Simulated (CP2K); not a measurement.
Sn under changes of volume

One of the cells (27.353 Å³/atom); the others are scaled copies at fixed shape and fractional positions:

```
Sn
1.0
     3.31562    0.00000    0.00000
    -1.65191    2.87481    0.00000
    -0.83186   -1.43741    2.86971
Sn
1
Direct
  0.00000 0.00000 0.00000
```

This isn't the form of Sn at room conditions, which is tetragonal (white tin).

* Program: CP2K 2026.2
* Functional: PBEsol
* Potentials or basis: POTENTIAL_UZH Sn GTH-PBE-q4; TZVP-MOLOPT-PBE-GTH basis
* Density cutoff: 6123 eV
* k mesh: 10 × 10 × 10
* Occupations: fermi-dirac, width 0.05 eV
* Spin: no spin polarisation

```tsv
volume (Å³/atom)	energy over the lowest point (meV/atom)	pressure (GPa)
25.712	33.13	5.2
26.259	?	?
26.806	8.05	2.4
27.353	2.16	1.2
27.901	0.00	0.2
28.448	1.08	-0.7
28.995	5.06	-1.5
```

Question: What does the run at 26.259 Å³/atom give?

Answer: Energy over the lowest point 18.18 meV/atom; pressure 3.7 GPa.

Worked out: A Birch-Murnaghan fit of order 3 (a polynomial in V^(-2/3)) to the other rows has its minimum at 27.98 Å³/atom with B0 = V·E''(V) = 48 GPa and B' = 5.7 at fixed shape and positions, which overstates the stiffness. It gives 18.18 meV/atom at 26.259 Å³/atom, against the run's 18.18, and -dE/dV = 3.6 GPa, against 3.7.

Energies are extrapolated to zero smearing.

Caveats: the potentials were made for another functional, which shifts forces and pressure; the basis of atomic orbitals isn't converged, which shifts pressures, moduli and gaps.
